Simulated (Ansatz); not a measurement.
CaSe (NiAs type): G0W0 against its settings

CaSe in the NiAs structure, relaxed with r2SCAN; one-shot G0W0 in Ansatz without spin-orbit coupling. Simulation only: spin-unpolarised, and no claim that this is the phase found in nature.

```xyz
4
Lattice="4.1317 0.0000 0.0000 -2.0658 3.5781 0.0000 0.0000 0.0000 7.1625" Properties=species:S:1:pos:R:3 pbc="T T T"
Ca    0.0000    0.0000    0.0000
Ca    0.0000    0.0000    3.5813
Se    0.0000    2.3854    1.7906
Se    2.0658    1.1927    5.3719
```

Gaps are read over the mesh points alone. G0W0 values are finite-basis, finite-mesh values.
```
 start  potentials      frequency model   mesh  empty bands  screening cutoff (eV)  Kohn-Sham gap (eV)  G0W0 gap (eV)        rough cost
   PBE         PAW  contour deformation  6×6×2          172                     80                2.20           3.80  110 core-seconds
   PBE         PAW  contour deformation  6×6×2          398                    140                2.20           3.97    6 core-minutes
   PBE         PAW  contour deformation  6×6×2          731                    210                2.20           4.03   30 core-minutes
 HSE06         PAW  contour deformation  6×6×2          398                    140                3.20           4.31   22 core-minutes
   LDA         PAW  contour deformation  6×6×2          398                    140                2.04           3.84    6 core-minutes
r2SCAN         PAW  contour deformation  6×6×2          398                    140                2.68           4.18    7 core-minutes
   PBE         PAW     Godby-Needs pole  6×6×2          398                    140                2.20           3.94    9 core-minutes
   PBE         PAW  contour deformation  6×6×4          172                     80                2.20           3.81    4 core-minutes
```

Over the mesh points the PBE gap of 2.20 eV becomes a quasiparticle gap of 4.03 eV (Γ to M), a change of +1.83 eV. Renormalisation factors Z lie between 0.76 and 0.80.

Raising bands and cutoff together moves the gap by +0.17 eV (80 to 140 eV), then +0.06 eV (140 to 210 eV); the last step is still large, so the basis limit isn't reached. Starting from HSE06 (3.20 eV against PBE's 2.20 eV) gives 4.31 eV, +0.34 eV from G0W0@PBE at the same screening cutoff. Starting from LDA (2.04 eV against PBE's 2.20 eV) gives 3.84 eV, -0.13 eV from G0W0@PBE at the same screening cutoff. Starting from r2SCAN (2.68 eV against PBE's 2.20 eV) gives 4.18 eV, +0.21 eV from G0W0@PBE at the same screening cutoff. The Godby-Needs plasmon pole differs from contour deformation by -0.03 eV. A 6×6×4 mesh in place of 6×6×2 changes the opening over PBE by +0.01 eV (the gap on the mesh by +0.01 eV). r2SCAN runs take a wave cutoff of 500 eV.
